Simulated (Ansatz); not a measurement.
Base system: InN in the wurtzite structure (space group P6_3mc, No. 186; a = 3.5369 Å, c = 5.7136 Å). Axes: x lies along a and z along c of the hexagonal cell.

Level of theory: PBEsol (Ansatz, a program for electronic structure), no spin-orbit coupling.

Now apply this change: the cell is scaled by 0.9890 in all directions, atoms relaxed at fixed cell.

Question: Predict the stress tensor and what it implies for the stiffness.

Answer: Stress of the strained cell less that of the base (GPa, compression positive):
```
    4.9     0.0     0.0
    0.0     4.9     0.0
    0.0     0.0     4.8
```

Then B = −ΔP/(ΔV/V₀) with ΔV/V₀ = -0.0326 gives secant stiffness values (nonlinear terms included at this strain): B (at held cell shape, above the free-shape value) ≈ 149 GPa.

As a check, the harmonic strain energy −½ V₀ Δσ:ε is 7.8 meV/atom; the computed energy rise is 7.4 meV/atom.

A case with no gap was solved on a k-mesh chosen for an insulator, which is coarse for it. Whether these cells are dynamically stable was not tested. All final runs are without spin polarisation.
